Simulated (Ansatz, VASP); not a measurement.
# SnSe2: VASP beside Ansatz

The input INCAR:

```
SYSTEM = SnSe2
ALGO = Normal
EDIFF = 1E-7
ENCUT = 520
GGA = PE
ISIF = 2
ISMEAR = 0
LASPH = .True.
LCHARG = .True.
LELF = .True.
LREAL = .False.
LVHAR = .True.
LWAVE = .False.
NBANDS = 20
NELM = 60
PREC = Accurate
SIGMA = 0.01
```

The input KPOINTS:

```
k-points
0
Gamma
  3 3 3
  0 0 0
```

The input POSCAR:

```
SnSe2
1.0
    3.8251638404      0.0000000000      0.0000000000
   -1.9125819202      3.3126890594      0.0000000000
    0.0000000000      0.0000000000      6.2270561301
Sn Se
1 2
Direct
    0.0000000000      0.0000000000      0.0000000000
    0.3333333333      0.6666666667      0.2530760434
    0.6666666667      0.3333333333      0.7469239566
```

Input for Ansatz:

```yaml
crystal:
  lattice:
    - [3.8251638404, 0.0, 0.0]
    - [-1.9125819202, 3.3126890594, 0.0]
    - [0.0, 0.0, 6.2270561301]
  atoms:
    - { symbol: Sn, position: [0.0, 0.0, 0.0] }
    - { symbol: Se, position: [0.3333333333, 0.6666666667, 0.2530760434] }
    - { symbol: Se, position: [0.6666666667, 0.3333333333, 0.7469239566] }
kpoints:
  mp_grid: { grid: [3, 3, 3] }
hamiltonian:
  xc: pbe
scf:
  occupations: { method: fixed }
  n_extra_bands: 4
output:
  forces: true
  stress: true
  eigenvalues: true
```

Alike in both runs: task single point; functional PBE; k mesh 3 × 3 × 3; no spin polarisation.

|  | VASP | Ansatz |
| --- | --- | --- |
| version | VASP 6.6.1 | Ansatz 0.2.0 |
| potentials or method | VASP PAW PBE potentials, release 64 (Sn_d, Se) | plane waves |
| plane-wave cutoff (eV) | 520 | 420 |
| occupations | gaussian, width 0.01 eV | fixed |
| valence electrons in the cell | 26 | 46 |

Ansatz gave:

| Property | Result |
| --- | --- |
| gap on the k mesh at the Fermi level (eV) | 1.05 |
| pressure (GPa) | 4.2 |
| largest component of the traceless stress (GPa) | 2.59 |
| rms of the force components (eV/Å) | 0.051 |

Estimate VASP's values.

gap on the k mesh at the Fermi level (eV): 1.04; pressure (GPa): 4.3; largest component of the traceless stress (GPa): 2.59; rms of the force components (eV/Å): 0.058.

Atom by atom the forces differ by 0.007 eV/Å (rms over components). The two sets of potentials don't hold the same shells in valence.

Caveats: the k mesh is coarse (spacing up to 0.63 Å⁻¹), so the values aren't converged; spin-orbit coupling is left out, which moves the levels of the heavy elements; an odd mesh through Γ misses points on the zone boundary, where band edges often lie; this functional lacks dispersion, which binds the layers, so the pressure and a relaxed spacing across them are unreliable.
